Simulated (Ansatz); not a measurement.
## Ti3Al5 (P4/mmm), comparing deformations

The calculation used DFT PBEsol, scalar-relativistic, plane waves, PAW (Ansatz). Settings: plane waves to 420 eV, k-mesh 10×10×6 (Γ-centred), Gaussian smearing 0.15 eV. No spin polarisation. Energies are free energies at this smearing, counted from the undisturbed cell; pressure is positive in compression.

Zero of the scan (relaxed at this level; it needn't be the usual structure):

```
Ti Al
1.0
     3.88330    0.00000    0.00000
     0.00000    3.88330    0.00000
     0.00000    0.00000    8.29688
Ti Al
3 5
Cartesian
  0.0000 0.0000 4.1484
  1.9416 1.9416 0.0000
  1.9416 1.9416 4.1484
  0.0000 1.9416 2.0937
  0.0000 1.9416 6.2032
  1.9416 0.0000 2.0937
  1.9416 0.0000 6.2032
  0.0000 0.0000 0.0000
```

The cell is strained by ε times a Voigt pattern (xx, yy, zz, yz, xz, xy; engineering shear) with fractional coordinates fixed. τ = (1/V0) dE/dε comes from the stress tensor. Of each scan, only the three points used here are listed.

```
           pattern        ε  τ (GPa)
(0, 0, 0, 0, 0, 1)  -0.0125    -1.25
(0, 0, 0, 0, 0, 1)   0.0000     0.00
(0, 0, 0, 0, 0, 1)   0.0125     1.25
(1, 1, 0, 0, 0, 0)  -0.0250   -15.67
(1, 1, 0, 0, 0, 0)   0.0000    -0.12
(1, 1, 0, 0, 0, 0)   0.0250    12.55
(0, 0, 1, 0, 0, 0)  -0.0250    -5.30
(0, 0, 1, 0, 0, 0)   0.0000     0.15
(0, 0, 1, 0, 0, 0)   0.0250     5.15
```

**Question.** Which constants do the scans give, and which deformation costs least for the same size of strain tensor?

**Answer.** The slope dτ/dε at zero (parabola through three points) is pᵀCp: (0, 0, 0, 0, 0, 1) gives C66 = 100 GPa; (1, 1, 0, 0, 0, 0) gives C11 + C22 + 2 C12 = 564 GPa; (0, 0, 1, 0, 0, 0) gives C33 = 209 GPa. The size of the strain tensor, ε:ε, is ε² times 0.5, 2.0, 1.0. Per unit of it the stiffnesses are 200, 282, 209 GPa, so (0, 0, 0, 0, 0, 1) is the softest of these: at ε:ε = (1 %)² the quadratic term costs 0.98 meV/atom against 1.38 for the stiffest. These are clamped-ion values.

Forces appear on the atoms along this scan, and letting them relax would lower the energy and soften the response. In a metal these slopes depend on the k mesh and the smearing.